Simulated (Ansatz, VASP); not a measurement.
# Sn in VASP and in Ansatz

File INCAR:

```
SYSTEM = Sn
PREC     = Accurate       ! precision mode
ENCUT    = 600            ! plane-wave cutoff, eV
EDIFF    = 1E-6           ! SCF threshold, eV
ISMEAR   = -1             ! smearing method
SIGMA    = 0.1            ! smearing width, eV
LREAL    = .False.        ! projectors in reciprocal space
LASPH    = .True.         ! aspherical terms in the spheres
NELM     = 100            ! most SCF steps
ALGO     = Normal         ! electronic algorithm
ISIF     = 4              ! what is computed and relaxed
LWAVE    = .False.        ! write WAVECAR
LCHARG   = .False.        ! write CHGCAR
GGA      = PE             ! functional
IBRION   = 2              ! ionic algorithm
NSW      = 50             ! ionic steps
EDIFFG   = -0.005         ! ionic threshold
```

Contents of KPOINTS:

```
Automatic mesh
0
Gamma
  12 12 3
  0 0 0
```

File POSCAR:

```
Sn
1.0
    3.1128505693      0.0000000000      0.0000000000
   -1.5564252847      2.6958076712      0.0000000000
    0.0000000000      0.0000000000     10.1123628275
Sn
4
Direct
    0.0000000000      0.0000000000      0.0000000000
    0.0000000000      0.0000000000      0.5000000000
    0.3333333333      0.6666666667      0.2500000000
    0.6666666667      0.3333333333      0.7500000000
```

Input for Ansatz:

```yaml
crystal:
  lattice:
    - [3.1128505693, 0.0, 0.0]
    - [-1.5564252847, 2.6958076712, 0.0]
    - [0.0, 0.0, 10.1123628275]
  atoms:
    - { symbol: Sn, position: [0.0, 0.0, 0.0] }
    - { symbol: Sn, position: [0.0, 0.0, 0.5] }
    - { symbol: Sn, position: [0.3333333333, 0.6666666667, 0.25] }
    - { symbol: Sn, position: [0.6666666667, 0.3333333333, 0.75] }
kpoints:
  mp_grid: { grid: [12, 12, 3] }
scf:
  occupations: { method: fermi_dirac, width: 0.1 }
hamiltonian:
  xc: pbe
  pseudopotentials: { kind: paw }
output:
  forces: true
  stress: true
relax:
  f_tol: 0.005
  max_steps: 30
  cell: { stress_tol: 0.15, fix: [volume] }
```

Alike in both runs: task relaxation of shape and atoms at fixed volume; functional PBE; k mesh 12 × 12 × 3; occupations fermi-dirac, width 0.1 eV; no spin polarisation.

```csv
,VASP,Ansatz
version,VASP 6.6.1,Ansatz 0.2.0
potentials or method,"VASP PAW PBE potentials, release 64 (Sn_d)","PAW with Ansatz's default frozen-core files, scalar-relativistic"
plane-wave cutoff (eV),600,420
valence electrons in the cell,56,56
```

VASP gave:

- relaxed volume (Å³/atom): 21.21
- relaxed cell length with the largest relative difference (Å): 10.106

Q: Which values does Ansatz return?

A: Relaxed volume (Å³/atom): 21.21; relaxed cell length with the largest relative difference (Å): 10.112.
